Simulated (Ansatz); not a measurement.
# P: the cost of one run

Program: Ansatz 0.2.0. Level of theory: DFT PBE+D3(BJ), scalar-relativistic, plane waves, PAW. These are calculated values, not measurements.

### Step 1. The system as given

It takes space group Pm-3m (No. 221, cubic). Conventional cell: a = 2.407 Å, b = 2.407 Å, c = 2.407 Å, α = 90.00°, β = 90.00°, γ = 90.00°. Around P (site symmetry m-3m) lie 6 P at 2.41 Å.

Structure file:

```
P
1.0
     2.40726    0.00000    0.00000
     0.00000    2.40726    0.00000
     0.00000    0.00000    2.40737
P
1
Direct
  0.00000 0.00000 0.00000
```

It is the result of an earlier relaxation at this level (volume 13.95 Å³/atom; gap on the mesh: none (metal)).

### Step 2. Tight relaxation for the response runs, with the smearing for a metal

Response runs need a geometry at rest under their own mesh and occupations; hence this stricter relaxation.

File input.yaml:

```yaml
crystal:
  lattice:
    - [2.4072602662, 0.0, 0.0]
    - [0.0, 2.4072602662, 0.0]
    - [0.0, 0.0, 2.4073686032]
  atoms:
    - { symbol: P, position: [0.0, 0.0, 0.0] }
basis:
  ecutwfc: 420
kpoints:
  mp_grid: { grid: [20, 20, 20] }
hamiltonian:
  xc: pbe
  dispersion: d3bj
scf:
  occupations: { method: fermi_dirac, width: 0.15 }
output:
  forces: true
  stress: true
  eigenvalues: true
relax:
  adjacent_minimum: "off"
  f_tol: 0.001
  max_steps: 60
  cell: { stress_tol: 0.01 }
```

On the command line:

```
$ ansatz run input.yaml --threads 1 --pin off --max-ram 3072MiB --backend cpu --events-out ev --progress --plain --runs-dir out
```

Q: Estimate wall time and peak memory on 1 thread of Intel Xeon at 2.50GHz (Skylake/Cascade Lake), shared host.

About 50 s, with a peak of 0.41 GiB.
